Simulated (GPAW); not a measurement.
Wanted: an ASE script for a GPAW 26.7.0 run.

| Quantity | Value |
| --- | --- |
| Task | band structure |
| Functional | RPBE |
| Potentials or basis | the program's PAW data sets (release 1.2.1) made for this functional |
| Cutoff | 800 eV |
| Basis | pw |
| k mesh | 7 × 7 × 7 |
| Occupations | fermi-dirac, width 0.05 eV |
| Spin | collinear spin, ferromagnetic start |
| Starting moments | [3.0, 0.0] μB |
| Maxiter | 150 |
| Band path | GLB1,BZGX,QFP1Z,LP |
| Band points | 100 |

The structure of FeO (Wuestite) lies in FeO.xyz:

```xyz
2
Lattice="1.5188209023 0.8768916568 2.5195772846 -1.5188209023 0.8768916568 2.5195772846 0.0000000000 -1.7537833136 2.5195772846" Properties=species:S:1:pos:R:3 pbc="T T T"
Fe     0.0000000000      0.0000000000      0.0000000000
O      0.0000000000      0.0000000000      3.7793659269
```

The input as run:

run.py

```python
from ase.dft.bandgap import bandgap
from ase.io import read, write
from ase.units import GPa
from gpaw import GPAW, PW

atoms = read('FeO.xyz')
atoms.set_initial_magnetic_moments([3.0, 0.0])

calc = GPAW(mode=PW(800),
            xc='RPBE',
            kpts={'size': (7, 7, 7), 'gamma': True},
            occupations={'name': 'fermi-dirac', 'width': 0.05},
            nbands=17,
            convergence={'density': 1e-05, 'energy': 1e-05},
            maxiter=150,
            txt='gpaw.txt')
atoms.calc = calc
energy = atoms.get_potential_energy()
forces = atoms.get_forces()
stress = atoms.get_stress()
calc.write('gs.gpw')
write('result.traj', atoms)
print(f'Energy: {energy:.6f} eV')
print('Forces (eV/A):')
print(forces.round(4))
print('Stress (GPa):', (stress / GPa).round(3))
print('Moments:', calc.get_magnetic_moments().round(3))
print('Fermi level:', round(calc.get_fermi_level(), 4), 'eV')
print(f'Gap: {bandgap(calc)[0]:.4f} eV, direct: {bandgap(calc, direct=True)[0]:.4f} eV')

path = atoms.cell.bandpath('GLB1,BZGX,QFP1Z,LP', npoints=100, eps=1e-4)
bs_calc = calc.fixed_density(kpts=path, symmetry='off', nbands=26,
                             convergence={'bands': 'CBM+6.0', 'eigenstates': 1e-6}, txt='bands.txt')
bs = bs_calc.band_structure()
bs.write('bs.json')
print(f'Gap on the path: {bandgap(bs_calc)[0]:.4f} eV')
```

Potentials or basis: the program's PAW data sets (release 1.2.1) made for this functional, pw.

Command:

```bash
$ OMP_NUM_THREADS=1 python run.py
```

It gave:

```json
{
 "Pressure": "5.6 GPa",
 "Band gap along the path": "none (metal or under the smearing width)",
 "Net moment": "4.00 μB per cell",
 "Site moments": "Fe +3.56; O +0.23 μB"
}
```

Caveat: the k mesh is coarse (spacing up to 0.36 Å⁻¹), so the values aren't converged; a cell with one magnetic atom can't hold antiferromagnetic order, which such compounds often take; semilocal functionals often make such compounds metallic where correlation or magnetic order opens a gap, which also shifts bond lengths.

Run time: 92 s on 1 thread of Arm Neoverse V2, on a shared host, peak memory 0.31 GiB.
